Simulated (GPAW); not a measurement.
TiAl:

```xyz
2
Lattice="3.1791 0.0000 0.0000 0.0000 3.1791 0.0000 0.0000 0.0000 3.1791" Properties=species:S:1:pos:R:3 pbc="T T T"
Ti    0.0000    0.0000    0.0000
Al    1.5895    1.5895    1.5895
```

The cell comes from a database or a generator and needn't be the stable form of this composition.

* Program: GPAW 26.7.0
* Task: relaxation of cell and atoms
* Functional: PBEsol
* Dispersion: D3
* Potentials or basis: PAW data sets generated in the run's folder for this functional
* Cutoff: 600 eV
* Basis: pw
* k mesh: 8 × 8 × 8
* Occupations: fermi-dirac, width 0.05 eV
* Spin: no spin polarisation

At the start: pressure -5.8 GPa; volume 16.06 Å³/atom.

Where does the relaxation end?

Over 4 steps the energy falls by 12.9 meV/atom and the volume is 15.27 Å³/atom (-4.9 %); space group Pm-3m (No. 221, to 0.05 Å).

Step by step:
| step | energy change (eV) | largest force (eV/Å) | pressure (GPa) | volume (Å³) |
| --- | --- | --- | --- | --- |
| 1 | 0.0000 | 0.0000 | -5.80 | 32.13 |
| 2 | -0.0118 | 0.0000 | -4.49 | 31.73 |
| 3 | -0.0256 | 0.0000 | 0.26 | 30.48 |
| 4 | -0.0258 | 0.0000 | -0.01 | 30.54 |

Final structure:
```
Ti Al
1.0
     3.12583    0.00000    0.00000
     0.00000    3.12583    0.00000
     0.00000    0.00000    3.12583
Ti Al
1 1
Direct
  0.00000 0.00000 0.00000
  0.50000 0.50000 0.50000
```

Caveat: later steps reuse the first step's grids; pairwise dispersion overbinds metals, which lowers pressure and volume.
